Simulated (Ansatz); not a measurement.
**Is this Ga₂O₃ structure a true minimum?**

It was relaxed at this level from a cell as deposited in COD.

All numbers below come from DFT PBE, scalar-relativistic, plane waves, PAW (Ansatz 0.2.0). Settings: cutoff 420 eV, Γ-centred mesh 6×6×6 on the computed 10-atom cell, Gaussian smearing of 0.02 eV; no spin polarisation.

The cell below (10 atoms, space group R-3c (No. 167)) is relaxed within its symmetry.

```cif
data_structure
_symmetry_space_group_name_H-M 'P 1'
_symmetry_Int_Tables_number 1
_cell_length_a 5.3993
_cell_length_b 5.3993
_cell_length_c 5.3993
_cell_angle_alpha 55.852
_cell_angle_beta 55.852
_cell_angle_gamma 55.852
_cell_volume 100.60
loop_
_atom_site_label
_atom_site_type_symbol
_atom_site_fract_x
_atom_site_fract_y
_atom_site_fract_z
_atom_site_occupancy
Ga1 Ga 0.35577 0.35577 0.35577 1
Ga2 Ga 0.14423 0.14423 0.14423 1
Ga3 Ga 0.64423 0.64423 0.64423 1
Ga4 Ga 0.85577 0.85577 0.85577 1
O1 O 0.55316 0.94684 0.25000 1
O2 O 0.25000 0.55316 0.94684 1
O3 O 0.94684 0.25000 0.55316 1
O4 O 0.44684 0.05316 0.75000 1
O5 O 0.75000 0.44684 0.05316 1
O6 O 0.05316 0.75000 0.44684 1
```

For the test it was strained at random (σ = 1.5 % a component), the atoms were moved at random (σ = 0.05 Å), and all was relaxed again on a coarse 4×4×4 mesh (in the run’s order of axes) with 0.10 eV smearing, with no symmetry imposed.

Question: What happens?

Answer: It returns, within 1 meV/atom of the unmoved cell on that mesh and with the same symmetry when read at 0.1 Å. No instability shows in this cell; modes of other wave vectors, which need another repeat, aren't tested.
